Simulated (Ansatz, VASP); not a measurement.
# Two plane-wave programs on PbSe

```
Pb Se
1.0
    12.26858    0.00000    0.00000
     0.00000    4.33640    0.00000
     0.00000    0.00000    4.33796
Pb Se
4 4
Direct
  0.62500 0.75000 0.25070
  0.87500 0.25000 0.75070
  0.37500 0.25000 0.74930
  0.12500 0.75000 0.24930
  0.12499 0.25000 0.74938
  0.62499 0.25000 0.75062
  0.37501 0.75000 0.24938
  0.87501 0.75000 0.25062
```

The cell was built by a generator and needn't be a form met in nature.

Alike in both runs: functional PBE; dispersion D3(BJ); k mesh 4 × 6 × 6; occupations gaussian, width 0.02 eV; no spin polarisation.

Ansatz relaxed the structure, and its values are those at the end. VASP's run is a single point on that final structure, the one shown.

```csv
,VASP,Ansatz
version,VASP 6.6.1,Ansatz 0.2.0
potentials or method,"VASP PAW PBE potentials, release 64 (Pb_d, Se)","scalar-relativistic, plane waves, PAW"
plane-wave cutoff (eV),520,420
valence electrons in the cell,80,120
```

```csv
,VASP,Ansatz,Ansatz less VASP
gap on the k mesh at the Fermi level (eV),0.31,0.31,-0.005
least direct gap on the mesh (eV),0.31,0.31,-0.005
pressure (GPa),0.0,0.0,+0.02
```

The two sets of potentials don't hold the same shells in valence.

Caveats: spin-orbit coupling is left out, which as a rule narrows the gap of such compounds by several tenths of an eV. A k mesh can miss the band edges.
